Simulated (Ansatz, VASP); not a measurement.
One calculation of NaCl, two programs

```
Na Cl
1.0
     3.78237    0.00000    0.00000
     0.00000    3.78237    0.00000
     0.00000    0.00000    3.78237
Na Cl
1 1
Cartesian
  0.0000 0.0000 0.0000
  1.8912 1.8912 1.8912
```

Change from the starting cell: strain +0.080 along x and y, +0.080 along z, atoms carried along.

Alike in both runs: task single point; functional LDA; k mesh 6 × 6 × 6; occupations gaussian, width 0.05 eV; no spin polarisation.

|  | VASP | Ansatz |
| --- | --- | --- |
| version | VASP 6.6.1 | Ansatz 0.2.0 |
| potentials or method | VASP PAW LDA potentials, release 64 (Na_pv, Cl) | scalar-relativistic, plane waves, PAW |
| plane-wave cutoff (eV) | 520 | 420 |
| valence electrons in the cell | 14 | 16 |

|  | VASP | Ansatz | Ansatz less VASP |
| --- | --- | --- | --- |
| gap on the k mesh at the Fermi level (eV) | 3.01 | 3.01 | -0.004 |
| least direct gap on the mesh (eV) | 3.36 | 3.36 | -0.005 |
| pressure (GPa) | -5.4 | -5.3 | +0.05 |

The two sets of potentials don't hold the same shells in valence.

A k mesh can miss the band edges.
